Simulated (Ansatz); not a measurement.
Runs of Ansatz 0.2.0 on Ga. The structure is tetragonal, space group I4/mmm (No. 139). The conventional cell has a = 2.769 Å, b = 2.769 Å, c = 4.622 Å, α = 90.00°, β = 90.00°, γ = 90.00°. Ga (site symmetry 4/mmm) is surrounded by 12 Ga at 2.77 to 3.03 Å. This isn't the form of Ga at room conditions, which is orthorhombic.

```csv
task,level,spin,cell,k mesh,cutoff (eV),points for each segment of the path,gap on the mesh (eV),pressure (GPa),relaxed volume (Å³/atom)
band structure,r2SCAN,off,as given,13 × 13 × 13,500,14,none,0.2,-
relaxation of cell and atoms,PBEsol+D3(BJ),off,relaxed,13 × 13 × 13,420,-,none,0.0,(a)
relaxation of cell and atoms,revPBE,off,relaxed,13 × 13 × 13,420,-,none,0.0,19.45
band structure,BLYP,off,as given,13 × 13 × 13,420,14,none,9.6,-
band structure,r2SCAN,"SOC, no magnetisation",as given,10 × 10 × 10,500,14,none,(b),-
relaxation of cell and atoms,BLYP,off,relaxed,13 × 13 × 13,420,-,none,0.0,21.59
```

Alike in all rows: potentials or basis Ansatz PAW; smearing fermi-dirac 0.05 eV.

**Question.** Fill in the values left out.

**Answer.** (a) 16.76; (b) 0.7.

Caveats: the PAW data sets come from PBE, with cores solved anew for the run's functional, which leaves a small shift of forces and pressure; the plane-wave basis is chosen anew once the cell has moved, so the energies of steps on either side of that aren't comparable (some runs); pairwise dispersion overbinds metals, which lowers pressure and volume (some runs); the volume moved by over 15 % at a fixed basis, so the end points are rough (some runs).

A k mesh can miss the band edges, and rows without SOC leave out spin-orbit coupling on Ga.

A gap of «none» marks a metal or a gap under the smearing width.

Runs at the PBE level aren't shown here.
